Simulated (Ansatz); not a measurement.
# Cu: the cost of one run

Method: DFT PBE, scalar-relativistic, plane waves, PAW, in Ansatz 0.2.0.

### 1 Starting point

It takes space group Cmcm (No. 63, orthorhombic). Conventional cell: a = 2.437 Å, b = 7.953 Å, c = 2.475 Å, α = 90.00°, β = 90.00°, γ = 90.00°. Cu (site symmetry m2m) is surrounded by 10 Cu at 2.44 to 2.54 Å.

Structure file:

```cif
data_structure
_symmetry_space_group_name_H-M 'P 1'
_symmetry_Int_Tables_number 1
_cell_length_a 4.1589
_cell_length_b 4.1589
_cell_length_c 2.4755
_cell_angle_alpha 90.000
_cell_angle_beta 90.000
_cell_angle_gamma 145.927
_cell_volume 23.99
loop_
_atom_site_label
_atom_site_type_symbol
_atom_site_fract_x
_atom_site_fract_y
_atom_site_fract_z
_atom_site_occupancy
Cu1 Cu 0.13387 0.86613 0.25000 1
Cu2 Cu 0.86613 0.13387 0.75000 1
```

The structure comes from the Materials Project (structure only).

### 2 A change within the space group

What differs from the listed cell: strain xx, yy, zz, yz, xz, xy = -1.2, +0.0, -1.8, +0.0, +0.0, +0.0 %; atoms moved by 0.25 Å root mean square, at most 0.25 Å.

input.yaml reads:

```yaml
crystal:
  lattice:
    - [1.2033547402, -3.9745886403, 0.0]
    - [1.2033547402, 3.9745886403, 0.0]
    - [0.0, 0.0, 2.4296988563]
  atoms:
    - { symbol: Cu, position: [0.1024310069, 0.8975689931, 0.25] }
    - { symbol: Cu, position: [0.8975689931, 0.1024310069, 0.75] }
basis:
  ecutwfc: 420
kpoints:
  mp_grid: { grid: [18, 18, 16] }
hamiltonian:
  xc: pbe
scf:
  occupations: { method: gaussian, width: 0.1 }
output:
  forces: true
  stress: true
  eigenvalues: true
```

Run with:

```bash
ansatz run input.yaml --threads 1 --pin off --max-ram 1331MiB --backend cpu --events-out ev --progress --plain --runs-dir out
```

Q: Estimate wall time and peak memory on 1 thread of an x86-64 CPU, shared host.

About 45 s, with a peak of 0.63 GiB.
